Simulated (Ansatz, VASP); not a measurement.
## One calculation of Zn, two programs

```
Zn
1.0
     0.00000    1.95159    1.95159
     1.95159    0.00000    1.95159
     1.95159    1.95159    0.00000
Zn
1
Direct
  0.00000 0.00000 0.00000
```

Change from the starting cell: volume scaled by 0.98.

Alike in both runs: task single point; functional PBEsol; k mesh 12 × 12 × 12; occupations fermi-dirac, width 0.05 eV; no spin polarisation.

```csv
,VASP,Ansatz
version,VASP 6.6.1,Ansatz 0.2.0
potentials or method,"VASP PAW PBE potentials, release 64 (Zn)",Ansatz PAW
plane-wave cutoff (eV),520,420
valence electrons in the cell,12,12
```

```tsv
	VASP	Ansatz	Ansatz less VASP
gap on the k mesh at the Fermi level (eV)	none	none	-
pressure (GPa)	-3.6	-4.0	-0.37
```

A gap of «none» marks a metal or a gap that the smearing closes. With one functional, cell and mesh, what is left measures potentials, basis and numerics.

Caveats: the PAW data sets were made with another functional, which shifts forces and pressure a little (VASP); the PAW data sets come from PBE, with cores solved anew for the run's functional, which leaves a small shift of forces and pressure (Ansatz).
